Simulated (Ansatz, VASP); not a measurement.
CuO (Tenorite) in VASP and in Ansatz

```
Cu O
1.0
     2.34185   -1.71130    0.00000
     2.34185    1.71130    0.00000
    -0.85003    0.00000    5.05787
Cu O
2 2
Direct
  0.50000 0.00000 0.50000
  0.00000 0.50000 0.00000
  0.41840 0.58160 0.75000
  0.58160 0.41840 0.25000
```

Alike in both runs: task single point; functional PBE; k mesh 10 × 10 × 5; occupations gaussian, width 0.023 eV; no spin polarisation.

|  | VASP | Ansatz |
| --- | --- | --- |
| version | VASP 6.6.1 | Ansatz 0.2.0 |
| potentials or method | VASP PAW PBE potentials, release 64 (Cu, O) | Ansatz PAW |
| plane-wave cutoff (eV) | 520 | 420 |
| valence electrons in the cell | 34 | 50 |

```csv
,VASP,Ansatz,Ansatz less VASP
gap on the k mesh at the Fermi level (eV),none,none,-
pressure (GPa),6.4,5.7,-0.75
largest component of the traceless stress (GPa),1.35,1.28,-0.063
rms of the force components (eV/Å),0.089,0.107,+0.0178
```

Atom by atom the forces differ by 0.018 eV/Å (rms over components). A gap of «none» marks a metal or a gap that the smearing closes. The functional is the same, so the differences come from potentials, cutoffs and numerics. The two sets of potentials don't hold the same shells in valence.

Caveats: the run has no spin polarisation, though such a crystal can be magnetic; semilocal functionals often make such compounds metallic where correlation or magnetic order opens a gap, which also shifts bond lengths; the pressure holds a Pulay correction of +0.7 GPa for the finite cutoff (Ansatz). With open d or f shells a metallic result of PBE can be an artefact of self-interaction; +U or a hybrid may open a gap.
